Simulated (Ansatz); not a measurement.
Crystal: ZrS.

```
Zr S
1.0
     0.00000    2.62500    2.62500
     2.62500    0.00000    2.62500
     2.62500    2.62500    0.00000
Zr S
1 1
Cartesian
  0.0000 0.0000 0.0000
  2.6250 2.6250 2.6250
```

A run of Ansatz 0.2.0 on this cell left the log below. Logs are shortened: lines on timing, memory, paths and dates and some standing lists are left out, and cuts for length are marked.

```text
Warning: RAYON_NUM_THREADS=2 ignored (pool sized by the plan → 2); use --threads N
Engine: ansatz 0.2.0, x86_64-unknown-linux-gnu
Pseudopotentials: kind: paw
Pseudopotential: Zr, paw, valence charge 12, recommended cutoff 420 eV (normal), Zr.paw.azcp
Pseudopotential: S, paw, valence charge 6, recommended cutoff 420 eV (normal), S.paw.azcp
Functional definition: PBEsol
  exchange = pbesol_x
  correlation = pbesol_c
Crystal: 2 atoms, lattice volume = 36.176 Å³
Basis set: ecut = 420 eV, 725 PW (Γ), exchange–correlation on 50×50×50 points (8 copies of the dense FFT grid, shifted against one another)
Bands: 13, of which v1, the nominal top of the filled ones, is band 9 counted from 1 (8 counted from 0)
Symmetry: 48 space group operations
Space group: Fm-3m (ITA 225), of the structure as read, at distance tolerance 3.3e-5 Å
k-points: 20 of 343
Non-local potential: Zr, projectors of the file, l = 0: 3, l = 1: 2, l = 2: 2, l = 3: 2
Non-local potential: S, projectors of the file, l = 0: 2, l = 1: 2, l = 2: 2
PAW form: soft (Blöchl's): semilocal exchange-correlation on the pseudo side does not see the compensation charge
PAW frozen core: Zr, regenerated for the run's functional, and the local potential with it (the file was generated under x = pbe(κ = 0.804, μ = 0.2195149727645171), c = pbe(β = 0.06672455060314922))
PAW frozen core: S, regenerated for the run's functional, and the local potential with it (the file was generated under x = pbe(κ = 0.804, μ = 0.2195149727645171), c = pbe(β = 0.06672455060314922))
PAW one-centre angular grid: Zr, 590 points (default); XC on 64 Gauss nodes
PAW one-centre angular grid: S, 110 points (default); XC on 64 Gauss nodes
Initial density: superposition of atomic densities (neutral atoms: chi_scale 0, normalization atom), corrected by the library's trained network
Initial wavefunctions: pseudopotential atomic-orbital guess
Functional: x = pbesol(κ = 0.804, μ = 0.12345679012345678), c = pbesol(β = 0.046)
[... 80 lines left out ...]
  E_core_change = 0.227670  (= ΣΔE_core)
  E_smearing   = -0.012467  (= −TS)
  E_closure    = 0.000000  (closes the sum)
  Σ components = -5016.583198   (vs F -5016.583198, Δ=0.00e0)
--- Forces (eV/Å), atoms counted from 1 ---
  atom   1  Zr    -0.00000000    -0.00000000    -0.00000000
  atom   2  S      0.00000000    -0.00000000     0.00000000
  max |Σ_I F_I| component: 3.48e-30 eV/Å
--- Stress (GPa, compression-positive) ---
       -6.382921       0.000000       0.000000
        0.000000      -6.382921      -0.000000
        0.000000      -0.000000      -6.382921
  P = ⅓ Tr σ = -6.3829 GPa (-63.829 kbar)
--- Band table (eV; the first three rows and the last of 20) ---
  k-point 0: bands = ["-35.4483", "-13.4362", "-13.4362", "-13.4362", "-1.3287", "10.9849", "10.9849", "10.9849", "13.1008", "13.1008", "13.1008", "13.7688", "13.7688", "16.2729", "21.6030", "26.6163", "26.6163"]
  k-point 1: bands = ["-35.4434", "-13.5042", "-13.4420", "-13.4420", "-1.0760", "9.7118", "10.1758", "10.1758", "13.5069", "13.5069", "13.5209", "14.9623", "14.9623", "17.3482", "22.3355", "25.3291", "25.6210"]
  k-point 2: bands = ["-35.4324", "-13.6522", "-13.4551", "-13.4551", "-0.4524", "7.8615", "9.1574", "9.1574", "14.1835", "14.4956", "14.4956", "17.1980", "17.1980", "18.6871", "22.4306", "23.1997", "23.1997"]
  k-point 19: bands = ["-35.4145", "-13.6380", "-13.6344", "-13.5344", "-0.1434", "8.0592", "8.4838", "8.8556", "13.9437", "15.1189", "16.5137", "16.7280", "17.0045", "21.0924", "22.0652", "22.4434", "24.0163"]
--- Elastic constants: 2 strain directions × 2 members + reference (group order 48) ---
  dense FFT box of the reference and of every strained cell: 25×25×25
  strains applied: 11, 23; error gains: componentwise 1.00 (the most a stress slope's error grows in a printed constant), spectral 1.73 (1 for all six strains in a standard setting)
  C = ∂σ_k/∂η_j (tension-positive GPa; Voigt order 11 22 33 23 13 12):
       303.449     26.805     26.805     -0.000      0.000     -0.000
        26.805    303.449     26.805     -0.000     -0.000      0.000
        26.805     26.805    303.449     -0.000      0.000     -0.000
        -0.000      0.000      0.000     18.660      0.000     -0.000
        -0.000      0.000     -0.000     -0.000     18.660      0.000
         0.000      0.000     -0.000     -0.000     -0.000     18.660
  reference stress σ⁰ (GPa):      6.383      6.383      6.383      0.000     -0.000     -0.000
  C* (energy form; C + prestress term) asymmetry max|C*_kj − C*_jk| = 2.132e-14 GPa — a small one proves nothing (zero by symmetry where the batch's group is 432, −43m or m−3m); a large one is finite-difference/SCF noise where every solve meets its electron count
  moduli (Voigt/Reuss/Hill, GPa): K = 119.02/119.02/119.02   G = 66.52/28.53/47.53   E = 125.84   ν = 0.324
  mechanically stable: yes (min eigenvalue of sym C = 18.66 GPa)
  strain η (Voigt 11):  stress-route row diagonal C_11 = 303.45 GPa, energy-path curvature d²(F+E_count+ΔE)/dδ²/Ω₀ = 303.43 GPa
         δ    σ_11 (GPa)             F (eV)   n_scf  n_hpsi   n_pw
    -2.000e-3       5.7666       -5016.5859355       8   10863    725   relax 0 steps, max|allowed force component| 3.45e-31 eV/Å
     2.000e-3       6.9804       -5016.5801758       6    9225    725   relax 0 steps, max|allowed force component| 6.41e-31 eV/Å
  strain η (Voigt 23):  stress-route row diagonal C_44 = 18.66 GPa, energy-path curvature d²(F+E_count+ΔE)/dδ²/Ω₀ = 15.44 GPa
         δ    σ_23 (GPa)             F (eV)   n_scf  n_hpsi   n_pw
    -2.000e-3      -0.0373       -5016.5831847       7   16140    725   relax 0 steps, max|allowed force component| 1.68e-30 eV/Å
     2.000e-3       0.0373       -5016.5831847       6   14386    725   relax 0 steps, max|allowed force component| 1.28e-30 eV/Å
```

Write the input and the command behind it.

Elastic constants with PBEsol, no spin polarisation. The files as run (others can give the same):

input.yaml
```yaml
crystal:
  lattice:
    - [0.0, 2.625, 2.625]
    - [2.625, 0.0, 2.625]
    - [2.625, 2.625, 0.0]
  atoms:
    - { symbol: Zr, position: [0.0, 0.0, 0.0] }
    - { symbol: S, position: [0.5, 0.5, 0.5] }
hamiltonian:
  xc: pbesol
  pseudopotentials: { kind: paw }
kpoints:
  mp_grid: { grid: [7, 7, 7] }
scf:
  occupations: { method: fermi_dirac, width: 0.05 }
output:
  forces: true
  stress: true
elastic:
  mode: relaxed_ion
  stencil: two_point
```

Potentials or basis: Ansatz PAW.
The run is started by
```bash
$ ansatz run input.yaml --threads 2 --pin off --max-ram 5632MiB --backend cpu --events-out ev --progress --plain --runs-dir out
```

Caveat: the cell is more than 3 GPa from zero pressure, which shifts response properties; elastic constants of metals need much finer meshes, so these are rough; the PAW data sets come from PBE, with cores solved anew for the run's functional, which leaves a small shift of forces and pressure.
